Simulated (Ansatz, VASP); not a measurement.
**HfN: VASP beside Ansatz**

INCAR

```
  ALGO = Normal
  EDIFF = 1E-6
  ENCUT = 520
  GGA = PE
  ISIF = 2
  ISMEAR = 0
  LASPH = T
  LCHARG = F
  LREAL = F
  LWAVE = F
  NBANDS = 14
  NELM = 80
  PREC = Accurate
  SIGMA = 0.15
```

KPOINTS

```
k-points
0
Gamma
  16 16 16
```

File POSCAR:

```
HfN
1.0
    0.0000000000      2.3800011571      2.2738140414
    2.2738140414      0.0000000000      2.2738140414
    2.2738140414      2.3800011571      0.0000000000
Hf N
1 1
Direct
    0.0010043247     -0.0010043247      0.0010043247
    0.4872021197      0.5127978803      0.4872021197
```

Input for Ansatz:

```yaml
crystal:
  lattice:
    - [0.0, 2.3800011571, 2.2738140414]
    - [2.2738140414, 0.0, 2.2738140414]
    - [2.2738140414, 2.3800011571, 0.0]
  atoms:
    - { symbol: Hf, position: [0.0010043247, -0.0010043247, 0.0010043247] }
    - { symbol: "N", position: [0.4872021197, 0.5127978803, 0.4872021197] }
basis:
  ecutwfc: 520.0
kpoints:
  mp_grid: { grid: [16, 16, 16] }
hamiltonian:
  xc: pbe
  pseudopotentials: { kind: paw, azcp: { folder: soft_1 } }
scf:
  occupations: { method: gaussian, width: 0.15 }
output:
  forces: true
  stress: true
  eigenvalues: true
```

Change from the starting cell: mode 5 frozen in at -0.058 Å, normal strain along y +0.0467.

Alike in both runs: task single point; functional PBE; k mesh 16 × 16 × 16; occupations gaussian, width 0.15 eV; no spin polarisation.

```csv
,VASP,Ansatz
version,VASP 6.6.1,Ansatz 0.2.0
potentials or method,"VASP PAW PBE potentials, release 64 (Hf_pv, N)","scalar-relativistic, plane waves, PAW"
plane-wave cutoff (eV),520,520
valence electrons in the cell,15,31
```

```tsv
	VASP	Ansatz	Ansatz less VASP
gap on the k mesh at the Fermi level (eV)	none	none	-
pressure (GPa)	-11.6	-9.5	+2.15
largest component of the traceless stress (GPa)	9.59	9.75	+0.168
rms of the force components (eV/Å)	0.224	0.224	-0.0005
```

Atom by atom the forces differ by 0.000 eV/Å (rms over components). A gap of «none» marks a metal or a gap that the smearing closes. With one functional, cell and mesh, what is left measures potentials, basis and numerics. The two sets of potentials don't hold the same shells in valence.

Spin-orbit coupling is left out, which matters for the levels of Hf.
